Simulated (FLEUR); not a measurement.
**Nb: equation of state with r2SCAN**

**What was measured.**

From “Pressure effects on the electronic structure and superconductivity of (TaNb)0.67(HfZrTi)0.33 high entropy alloy”, 2019, arxiv:1910.08312, for a bulk crystal of Nb: bulk modulus 169 GPa.

Nb:

```xyz
1
Lattice="-1.6640 1.6640 1.6640 1.6640 -1.6640 1.6640 1.6640 1.6640 -1.6640" Properties=species:S:1:pos:R:3 pbc="T T T"
Nb    0.0000    0.0000    0.0000
```

```
Program             : FLEUR MaX-R8.1 (later development tree)
Task                : equation of state
Functional          : r2SCAN
Potentials or basis : all-electron
Basis               : FLAPW
Kmax                : 4.1 1/bohr
k mesh              : 11 × 11 × 11
Occupations         : fermi-dirac, width 0.05 eV
Spin                : no spin polarisation
```

* Equilibrium volume: 18.10 Å³/atom
* Bulk modulus: 179 GPa

Energy against volume, from the lowest point:
```csv
volume (Å³/atom),energy (meV/atom)
17.322,16.78
17.691,2.23
18.428,0.00
19.165,28.94
19.534,53.36
```

Measured bulk modulus of Nb: 169 GPa (quoted in “Pressure effects on the electronic structure and superconductivity of (TaNb)0.67(HfZrTi)0.33 high entropy alloy”, 2019, arxiv:1910.08312). This calculation gives 179 GPa (+5.8 %). The fit is for a static lattice scaled at fixed shape and fixed fractional positions.

Caveat: the meta-GGA is that of a development version, with a GGA for the radial functions and cores and without core tails.
